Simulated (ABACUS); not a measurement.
## CdTe: equation of state with SCAN

**What was measured.**

“Multiscale insight into the Cd1-xZnxTe vibrational-mechanical properties -- High-pressure experiments and ab initio calculations”, 2023, arxiv:2306.14539 quotes, for a powder of CdTe: bulk modulus 42 ± 2 GPa.

The system is CdTe.

```
Te Cd
1.0
     0.00000    3.20500    3.20500
     3.20500    0.00000    3.20500
     3.20500    3.20500    0.00000
Te Cd
1 1
Direct
  0.75000 0.75000 0.75000
  0.00000 0.00000 0.00000
```

| Quantity | Value |
| --- | --- |
| Program | ABACUS 3.10.1 |
| Task | equation of state |
| Functional | SCAN |
| Potentials or basis | SG15 ONCV 1.2 PBE |
| Cutoff | 1401 eV |
| Density cutoff | 5606 eV |
| Basis | DZP LCAO (the cutoffs set its grid) |
| k mesh | 5 × 5 × 5 |
| Occupations | fermi-dirac, width 0.05 eV |
| Spin | no spin polarisation |

```yaml
Equilibrium_volume: 34.67 Å³/atom
Bulk_modulus: 43 GPa
Pressure_derivative_of_the_bulk_modulus: "4.9 (rough: it moves with the points fitted)"
```

Energy against volume, from the lowest point:
```csv
volume (Å³/atom),energy (meV/atom)
30.947,67.20
32.263,25.69
33.580,4.68
34.897,0.00
```

All runs of the series together: 85 s on 4 threads of Intel(R) Xeon(R) Platinum 8488C (Sapphire Rapids), on a shared host.

Measured bulk modulus of CdTe: 42 GPa (powder; quoted in “Multiscale insight into the Cd1-xZnxTe vibrational-mechanical properties -- High-pressure experiments and ab initio calculations”, 2023, arxiv:2306.14539). This calculation gives 43 GPa (+2.9 %). The fit is for a static lattice scaled at fixed shape and fixed fractional positions.

Caveat: the atomic orbitals were generated for these runs and aren't a published set; the potentials were made for another functional, which shifts forces and pressure; the basis of atomic orbitals isn't converged, which shifts pressures, moduli and gaps. The run has no spin-orbit coupling, so splittings on Te are missing.
